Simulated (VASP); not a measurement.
# GaN in VASP: one cell, several levels of theory, part 2 of 2

The system is GaN, a lower-symmetry cell derived from the rocksalt prototype, a generated structure that needn't be the ground state.

VASP 6.6.1, plane waves, PAW. The steps go on from the part before.

## (3) r2SCAN

INCAR

```
ENCUT = 520.000000
SIGMA = 0.010000
EDIFF = 1.00e-07
ALGO = Normal
METAGGA = R2SCAN
PREC = Accurate
IBRION = -1
ISIF = 2
ISMEAR = 0
NBANDS = 16
NELM = 120
NSW = 0
LASPH = .TRUE.
LCHARG = .FALSE.
LWAVE = .FALSE.
LREAL = .FALSE.
```

KPOINTS

```
KPOINTS created by Atomic Simulation Environment
0
Gamma
10 10 10
0 0 0
```

KPOINTS_OPT

```
special points
8
Reciprocal
0.0000000000 0.0000000000 0.0000000000 1
0.5000000000 0.0000000000 0.5000000000 1
0.6250000000 0.2500000000 0.6250000000 1
0.3750000000 0.3750000000 0.7500000000 1
0.5000000000 0.5000000000 0.5000000000 1
0.5000000000 0.2500000000 0.7500000000 1
0.1822920000 0.1822920000 0.3645830000 1
0.0000000000 0.5000000000 0.5000000000 1
```

POSCAR

```
Ga N
 1.0000000000000000
     0.0000000000000000    2.0874300820000000    2.1300713252999999
     2.0874300820000000    0.0000000000000000    2.1300713252999999
     2.0874300820000000    2.0874300820000000    0.0000000000000000
 Ga  N
   1   1
Cartesian
  0.0000000000000000  0.0000000000000000  0.0000000000000000
  2.0874300820000000  2.0874300820000000  2.1300713252999994
```

The run is started by

```
> mpirun -np 1 vasp_std
```

Printed to the terminal (iteration lines stand in OSZICAR):

```text
POSCAR found type information on POSCAR GaN
 POSCAR found :  2 types and       2 ions
 -----------------------------------------------------------------------------
|                                                                             |
|                                                                             |
|     You enforced a specific xc type in the INCAR file but a different       |
|     I HOPE YOU KNOW WHAT YOU ARE DOING!                                     |
|                                                                             |
 -----------------------------------------------------------------------------

 LDA part: xc-table for (None), standard interpolation
 POSCAR, INCAR and KPOINTS ok, starting setup
 FFT: planning ... GRIDC
 FFT: planning ... GRID_SOFT
 FFT: planning ... GRID
 WAVECAR not read
 entering main loop
 Start KPOINTS_OPT (optional k-point list driver)
k-point batch [1-8\8]
```

OSZICAR:

```text
N       E                     dE             d eps       ncg     rms          rms(c)
DAV:   1     0.631917278653E+02    0.63192E+02   -0.95185E+03  3808   0.218E+03
DAV:   2    -0.211009046265E+02   -0.84293E+02   -0.78545E+02  3768   0.329E+02
DAV:   3    -0.255515833369E+02   -0.44507E+01   -0.44365E+01  3848   0.647E+01
DAV:   4    -0.255918138417E+02   -0.40231E-01   -0.40226E-01  4056   0.649E+00
DAV:   5    -0.255922852842E+02   -0.47144E-03   -0.47144E-03  4024   0.632E-01    0.692E+00
DAV:   6    -0.209198623677E+02    0.46724E+01   -0.31518E+00  4600   0.414E+01    0.237E+00
DAV:   7    -0.209606291392E+02   -0.40767E-01   -0.42083E-01  3912   0.610E+00    0.163E+00
DAV:   8    -0.209706210656E+02   -0.99919E-02   -0.27645E-02  3960   0.399E+00    0.207E-01
DAV:   9    -0.209695400891E+02    0.10810E-02   -0.69219E-03  4496   0.245E+00    0.786E-02
DAV:  10    -0.209696028746E+02   -0.62785E-04   -0.64913E-04  3864   0.251E-01    0.675E-02
DAV:  11    -0.209696057283E+02   -0.28537E-05   -0.21183E-04  3824   0.141E-01    0.392E-02
DAV:  12    -0.209695866611E+02    0.19067E-04   -0.17889E-05  4088   0.569E-02    0.214E-02
DAV:  13    -0.209695817620E+02    0.48991E-05   -0.47259E-07  4544   0.115E-02    0.140E-02
DAV:  14    -0.209695821938E+02   -0.43182E-06   -0.15134E-06  4408   0.209E-02    0.469E-03
DAV:  15    -0.209695823538E+02   -0.16002E-06   -0.54265E-07  3936   0.838E-03    0.108E-03
DAV:  16    -0.209695823596E+02   -0.58008E-08   -0.33892E-08  1952   0.198E-03
   1 F= -.20969582E+02 E0= -.20969582E+02  d E =-.739297E-14
       N       E                     dE             ncg
DAV:   1     0.329363989350E+04   -0.52437E+04      312
DAV:   2     0.266082450037E+04   -0.63282E+03      280
DAV:   3     0.262850806107E+04   -0.32316E+02      304
DAV:   4     0.262823278218E+04   -0.27528E+00      328
DAV:   5     0.262822914421E+04   -0.36380E-02      328
DAV:   6     0.262822906104E+04   -0.83166E-04      344
DAV:   7     0.262822905840E+04   -0.26424E-05      304
DAV:   8     0.262822905831E+04   -0.87375E-07      280
```

From OUTCAR:

```text
k-points           NKPTS =    102   k-points in BZ     NKDIM =    102   number of bands    NBANDS=     16

   NELECT =      18.0000    total number of electrons

   dimension x,y,z NGX =    24 NGY =   24 NGZ =   24
   dimension x,y,z NGXF=    48 NGYF=   48 NGZF=   48

  energy-cutoff  :      520.00
  volume of cell :       18.56
      direct lattice vectors                 reciprocal lattice vectors
     0.000000000  2.087430082  2.130071325    -0.239528981  0.239528981  0.234733924
     2.087430082  0.000000000  2.130071325     0.239528981 -0.239528981  0.234733924
     2.087430082  2.087430082  0.000000000     0.239528981  0.239528981 -0.234733924

 k-points in reciprocal lattice and weights: KPOINTS created by Atomic Simulation Env
   0.00000000  0.00000000  0.00000000       0.001
   0.10000000  0.00000000  0.00000000       0.008
   0.20000000  0.00000000  0.00000000       0.008
   0.30000000  0.00000000  0.00000000       0.008
   0.40000000  0.00000000  0.00000000       0.008
   0.50000000  0.00000000  0.00000000       0.004
   0.10000000  0.10000000  0.00000000       0.002
   0.20000000  0.10000000  0.00000000       0.008
[... 94 more k-points ...]

 E-fermi :   7.9379

 k-point     1 :       0.0000    0.0000    0.0000
  band No.  band energies     occupation
      1     -10.3694      2.00000
      2      -6.5134      2.00000
      3      -6.5034      2.00000
      4      -6.5034      2.00000
      5      -6.4490      2.00000
      6      -6.4207      2.00000
      7       7.2632      2.00000
      8       7.2632      2.00000
      9       7.4440      2.00000
     10      10.8692      0.00000
     11      23.3168      0.00000
     12      23.4835      0.00000
     13      23.4836      0.00000
     14      24.4561      0.00000
     15      25.1516      0.00000
     16      25.3495      0.00000

 k-point     2 :       0.1000    0.0000    0.0000
  band No.  band energies     occupation
      1     -10.1699      2.00000
      2      -6.5158      2.00000
      3      -6.5036      2.00000
      4      -6.4948      2.00000
      5      -6.4575      2.00000
      6      -6.4365      2.00000
      7       6.1568      2.00000
      8       7.2984      2.00000
      9       7.4045      2.00000
     10      11.8077      0.00000
     11      21.0798      0.00000
     12      22.5854      0.00000
     13      22.9832      0.00000
     14      24.5980      0.00000
     15      25.0318      0.00000
     16      25.0887      0.00000

 k-point     3 :       0.2000    0.0000    0.0000
  band No.  band energies     occupation
      1      -9.5930      2.00000
      2      -6.5520      2.00000
      3      -6.5375      2.00000
      4      -6.5341      2.00000
      5      -6.4177      2.00000
      6      -6.4152      2.00000
      7       4.0597      2.00000
      8       7.4001      2.00000
      9       7.4456      2.00000
     10      13.1295      0.00000
     11      19.0209      0.00000
     12      20.7666      0.00000
     13      21.2467      0.00000
     14      24.6036      0.00000
     15      25.8862      0.00000
     16      25.9219      0.00000

 k-point     4 :       0.3000    0.0000    0.0000
  band No.  band energies     occupation
      1      -8.7198      2.00000
      2      -6.6277      2.00000
      3      -6.6138      2.00000
      4      -6.5730      2.00000
      5      -6.3561      2.00000
      6      -6.3497      2.00000
      7       1.9133      2.00000
      8       7.5197      2.00000
      9       7.5473      2.00000
     10      13.6621      0.00000
     11      18.2026      0.00000
     12      19.1265      0.00000
     13      19.5500      0.00000
     14      24.6611      0.00000
     15      27.7746      0.00000
     16      27.8126      0.00000

 k-point     5 :       0.4000    0.0000    0.0000
  band No.  band energies     occupation
      1      -7.7599      2.00000
      2      -6.6897      2.00000
      3      -6.6798      2.00000
      4      -6.6352      2.00000
      5      -6.3056      2.00000
      6      -6.2930      2.00000
      7       0.1633      2.00000
      8       7.5985      2.00000
      9       7.6875      2.00000
     10      13.4610      0.00000
     11      17.9477      0.00000
     12      18.3578      0.00000
     13      18.4043      0.00000
     14      25.1660      0.00000
     15      30.2640      0.00000
     16      30.3455      0.00000

 k-point     6 :       0.5000    0.0000    0.0000
  band No.  band energies     occupation
      1      -7.2275      2.00000
      2      -6.7276      2.00000
      3      -6.7126      2.00000
      4      -6.7049      2.00000
      5      -6.2861      2.00000
      6      -6.2711      2.00000
      7      -0.5722      2.00000
      8       7.6336      2.00000
      9       7.7470      2.00000
     10      13.3003      0.00000
     11      17.5955      0.00000
     12      17.9999      0.00000
     13      18.4310      0.00000
     14      25.5355      0.00000
     15      32.5210      0.00000
     16      32.5359      0.00000

 k-point     7 :       0.1000    0.1000    0.0000
  band No.  band energies     occupation
      1     -10.1218      2.00000
      2      -6.5298      2.00000
      3      -6.4909      2.00000
      4      -6.4821      2.00000
      5      -6.4821      2.00000
      6      -6.4108      2.00000
      7       6.4502      2.00000
      8       7.0136      2.00000
      9       7.0136      2.00000
     10      12.1177      0.00000
     11      21.2912      0.00000
     12      21.3590      0.00000
     13      22.7664      0.00000
     14      22.7664      0.00000
     15      27.1527      0.00000
     16      27.1527      0.00000

 k-point     8 :       0.2000    0.1000    0.0000
  band No.  band energies     occupation
      1      -9.7013      2.00000
      2      -6.5467      2.00000
      3      -6.5398      2.00000
      4      -6.4805      2.00000
      5      -6.4360      2.00000
      6      -6.3933      2.00000
      7       4.8168      2.00000
      8       6.8468      2.00000
      9       7.1558      2.00000
     10      13.2667      0.00000
     11      19.0080      0.00000
     12      19.9068      0.00000
     13      22.0782      0.00000
     14      23.3990      0.00000
     15      27.1520      0.00000
     16      27.9150      0.00000

 k-point     9 :       0.3000    0.1000    0.0000
  band No.  band energies     occupation
      1      -8.9809      2.00000
      2      -6.6030      2.00000
      3      -6.5496      2.00000
      4      -6.5384      2.00000
      5      -6.3498      2.00000
      6      -6.3421      2.00000
      7       2.7452      2.00000
      8       6.8595      2.00000
      9       7.2059      2.00000
     10      14.1311      0.00000
     11      17.1880      0.00000
     12      19.1738      0.00000
     13      20.7923      0.00000
     14      24.4584      0.00000
     15      27.3343      0.00000
     16      29.1532      0.00000

 k-point    10 :       0.4000    0.1000    0.0000
  band No.  band energies     occupation
      1      -8.1550      2.00000
      2      -6.6528      2.00000
      3      -6.6137      2.00000
      4      -6.5280      2.00000
      5      -6.2963      2.00000
      6      -6.2165      2.00000
      7       0.8481      2.00000
      8       7.0447      2.00000
      9       7.0562      2.00000
     10      14.2671      0.00000
     11      16.2159      0.00000
     12      19.2646      0.00000
     13      19.4987      0.00000
     14      25.4087      0.00000
     15      28.5434      0.00000
     16      31.2460      0.00000

 k-point    11 :       0.5000    0.1000    0.0000
  band No.  band energies     occupation
      1      -7.6025      2.00000
      2      -6.6858      2.00000
      3      -6.6695      2.00000
      4      -6.4943      2.00000
      5      -6.2817      2.00000
      6      -6.0619      2.00000
      7      -0.3117      2.00000
      8       6.7609      2.00000
      9       7.3725      2.00000
     10      14.1334      0.00000
     11      16.0222      0.00000
     12      18.6200      0.00000
     13      19.4611      0.00000
     14      26.2324      0.00000
     15      30.1718      0.00000
     16      32.5941      0.00000

 k-point    12 :      -0.4000    0.1000    0.0000
  band No.  band energies     occupation
      1      -7.6376      2.00000
      2      -6.6972      2.00000
      3      -6.6834      2.00000
      4      -6.5190      2.00000
      5      -6.3059      2.00000
      6      -6.1057      2.00000
      7      -0.0862      2.00000
      8       6.4924      2.00000
      9       7.6831      2.00000
     10      14.1932      0.00000
     11      16.4365      0.00000
     12      18.3849      0.00000
     13      19.2969      0.00000
     14      26.2885      0.00000
     15      29.8605      0.00000
     16      31.2406      0.00000

[... the tables of k-points 13 to 102 left out ...]

  Total        0.6366721      0.6366721      0.1382559      0.0000000     -0.0000000     -0.0000000
  in kB       54.9513482     54.9513482     11.9329043      0.0000000     -0.0000000     -0.0000000
  external PRESSURE =      40.6118669 kB  Pullay stress =       0.0000000 kB

 POSITION                                       TOTAL-FORCE (eV/Angst)
 -----------------------------------------------------------------------------------
      0.00000      0.00000      0.00000        -0.000000      0.000000      0.000000
      2.08743      2.08743      2.13007         0.000000      0.000000     -0.000000
 -----------------------------------------------------------------------------------
    total drift:                                0.000000     -0.000000     -0.000000

  FREE ENERGIE OF THE ION-ELECTRON SYSTEM (eV)
  ---------------------------------------------------
  free  energy   TOTEN  =       -20.9695823596 eV

  energy  without entropy=      -20.9695823596  energy(sigma->0) =      -20.96958236
```

Wall time 74 s (1 MPI rank of Intel Xeon Platinum 8488C, shared host); peak memory 0.18 GiB.

The levels at the points of KPOINTS_OPT are read from vasprun.xml.

Levels at the named points, in eV from the top of band v (v: the last filled band by count, c: the next):

```
point    v−1      v     c    c+1
    Γ  -0.65  -0.47  2.96  15.40
    X  -3.41  -3.12  1.11   8.40
    U  -5.86  -2.30  3.72   9.75
    K  -5.92  -2.16  3.99   9.93
    L  -0.28  -0.17  5.39   9.68
    W  -5.52  -4.74  5.89  10.99
```

The r2SCAN gap is 1.11 eV and indirect ((0.18, 0.18, 0.36) to X), with 3.42 eV as the least direct one. Pressure: 4.06 GPa; the forces vanish within 0.01 eV/Å.

## (4) Summary

What follows sums up all 2 parts.

| level | gap (eV) | pressure (GPa) |
| --- | --- | --- |
| PBE | 0.59 | 11.77 |
| r2SCAN | 1.11 | 4.06 |

**Reading.** The gap runs from 0.59 eV (PBE) to 1.11 eV (r2SCAN). At this one volume the pressure spans 4.1 GPa (r2SCAN) to 11.8 GPa (PBE): PBE wants the largest cell and r2SCAN the smallest.
